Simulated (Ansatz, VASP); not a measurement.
**One calculation of BeTe, two programs**

INCAR

```
SYSTEM = BeTe
ALGO = Normal
EDIFF = 1E-6
ENCUT = 520
GGA = PS
GGA_COMPAT = .FALSE.
ISIF = 2
ISMEAR = 0
LASPH = .TRUE.
LCHARG = .TRUE.
LORBIT = 11
LORBMOM = .TRUE.
LREAL = .FALSE.
LSORBIT = .TRUE.
LVHAR = .TRUE.
LWAVE = .FALSE.
MAGMOM = 0 0 0 0 0 0
NBANDS = 20
NELM = 150
PREC = Accurate
SIGMA = 0.05
```

The input KPOINTS:

```
k-points
0
G
  8 8 8
  0 0 0
```

POSCAR

```
BeTe
1.0
    0.0000000000      2.7700007385      2.7700007385
    2.7700007385      0.0000000000      2.7700007385
    2.7700007385      2.7700007385      0.0000000000
Be Te
1 1
Direct
    0.0000000000      0.0000000000      0.0000000000
    0.7500000000      0.7500000000      0.7500000000
```

Input for Ansatz:

```yaml
crystal:
  lattice:
    - [0.0, 2.7700007385, 2.7700007385]
    - [2.7700007385, 0.0, 2.7700007385]
    - [2.7700007385, 2.7700007385, 0.0]
  atoms:
    - { symbol: Be, position: [0.0, 0.0, 0.0] }
    - { symbol: Te, position: [0.75, 0.75, 0.75] }
basis:
  ecutwfc: 420
  ecutrho_ratio: 4
kpoints:
  mp_grid: { grid: [8, 8, 8] }
  band_path:
    path:
      - [[0.0, 0.0, 0.0], [-0.5, -0.5, 0.0], [-0.375, -0.375, 0.25]]
      - [[-0.375, 0.0, 0.375], [0.0, 0.0, 0.0], [0.0, 0.0, 0.5], [-0.5, -0.25, 0.25], [-0.5, -0.5, 0.0]]
    npoints: 10
hamiltonian:
  xc: pbesol
scf:
  occupations: { method: gaussian, width: 0.05 }
output:
  forces: true
  stress: true
  eigenvalues: true
  populations: true
  eigenstates:
    nscf_kmesh: { grid: [16, 16, 16] }
    de_dk: true
    e_range: [-2.5, 4.248002294351]
  write_density: true
  write_potential: true
  elf: true
  volumetric_format: npy
magnetization:
  noncollinear: true
  spin_orbit: true
```

Alike in both runs: task single point; functional PBEsol; k mesh 8 × 8 × 8; occupations gaussian, width 0.05 eV; non-collinear spin, spin-orbit coupling.

|  | VASP | Ansatz |
| --- | --- | --- |
| version | VASP 6.6.1 | Ansatz 0.2.0 |
| potentials or method | VASP PAW PBE potentials, release 64 (Be, Te) | plane waves, PAW |
| plane-wave cutoff (eV) | 520 | 420 |
| valence electrons in the cell | 8 | 18 |

```csv
,VASP,Ansatz,Ansatz less VASP
gap on the k mesh at the Fermi level (eV),1.43,1.45,+0.017
least direct gap on the mesh (eV),3.23,3.24,+0.012
pressure (GPa),2.6,2.3,-0.32
net moment per atom (μB),0.00,0.00,0.000
```

The functional is the same, so the differences come from potentials, cutoffs and numerics. The two sets of potentials don't hold the same shells in valence.

Caveats: the PAW data sets were made with another functional, which shifts forces and pressure a little (VASP).
